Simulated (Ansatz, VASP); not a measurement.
Two plane-wave programs on Sb

```xyz
1
Lattice="3.0384 0.0000 0.0000 0.0000 3.0384 0.0000 0.0000 0.0000 3.0384" Properties=species:S:1:pos:R:3 pbc="T T T"
Sb    0.0000    0.0000    0.0000
```

Alike in both runs: functional LDA; k mesh 10 × 10 × 10; occupations fermi-dirac, width 0.05 eV; no spin polarisation.

Ansatz relaxed the structure, and its values are those at the end. VASP's run is a single point on that final structure, the one shown.

|  | VASP | Ansatz |
| --- | --- | --- |
| version | VASP 6.6.1 | Ansatz 0.2.0 |
| potentials or method | VASP PAW LDA potentials, release 64 (Sb) | PAW with Ansatz's default frozen-core files, scalar-relativistic |
| plane-wave cutoff (eV) | 520 | 420 |
| valence electrons in the cell | 5 | 15 |

Ansatz gave:

| Quantity | Value |
| --- | --- |
| pressure (GPa) | 0.0 |

Problem. Which values does VASP return?

Solution. Pressure (GPa): 0.2.

The two sets of potentials don't hold the same shells in valence. Ansatz warned: «gradients_without_spin_orbit».

The runs have no spin-orbit coupling, so splittings on Sb are missing.
